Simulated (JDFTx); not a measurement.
# H4NF under changes of volume

One of the cells (10.165 Å³/atom); the others are scaled copies at fixed shape and fractional positions:

```
CELL_PARAMETERS angstrom
4.43600 0.00000 0.00000
-2.21800 3.84169 0.00000
0.00000 0.00000 7.15800
ATOMIC_POSITIONS crystal
F 0.66667 0.33333 0.50000
F 0.33333 0.66667 0.00000
N 0.66667 0.33333 0.87350
N 0.33333 0.66667 0.37350
H 0.54170 0.08340 0.92140
H 0.08340 0.54170 0.42140
H 0.54170 0.45830 0.92140
H 0.45830 0.91660 0.42140
H 0.91660 0.45830 0.92140
H 0.45830 0.54170 0.42140
H 0.66667 0.33333 0.73080
H 0.33333 0.66667 0.23080
```

```yaml
Program: JDFTx 1.7.0 (patched build)
Functional: PBEsol
Potentials_or_basis: PseudoDojo-SR-PBEsol-0.4.1-standard with smoothed tails
Cutoff: 1143 eV
Density_cutoff: 9143 eV
k_mesh: 7 × 7 × 4
Occupations: fermi-dirac, width 0.05 eV
Spin: no spin polarisation
```

| volume (Å³/atom) | energy over the lowest point (meV/atom) | pressure (GPa) | gap on the mesh (eV) | largest force (eV/Å) |
| --- | --- | --- | --- | --- |
| 9.555 | ? | ? | ? | ? |
| 9.759 | 19.57 | 6.9 | 6.23 | 1.875 |
| 9.962 | 11.85 | 5.2 | 6.18 | 1.594 |
| 10.165 | 6.20 | 3.7 | 6.13 | 1.328 |
| 10.369 | 2.44 | 2.2 | 6.07 | 1.076 |
| 10.572 | 0.42 | 0.9 | 6.02 | 0.836 |
| 10.775 | 0.00 | -0.3 | 5.97 | 0.608 |

**Question.** What does the run at 9.555 Å³/atom give?

**Answer.** Energy over the lowest point 29.52 meV/atom; pressure 8.8 GPa; gap on the mesh 6.29 eV; largest force 2.179 eV/Å.

Worked out: A Birch-Murnaghan fit of order 3 (a polynomial in V^(-2/3)) to the other rows has its minimum at 10.73 Å³/atom with B0 = V·E''(V) = 62 GPa and B' = 3.6 at fixed shape and positions, which overstates the stiffness. It gives 29.61 meV/atom at 9.555 Å³/atom, against the run's 29.52, and -dE/dV = 8.8 GPa, against 8.8. A straight line through the other rows of the gap, of slope -2.65 eV per unit of ln V, extrapolates to 6.29 eV, against the run's 6.29.

Energies are extrapolated to zero smearing.

Caveats: an odd mesh through Γ misses points on the zone boundary, where band edges often lie; forces of over 1 eV/Å show positions far from the minimum, so gaps and moduli don't describe the material at rest (some runs).
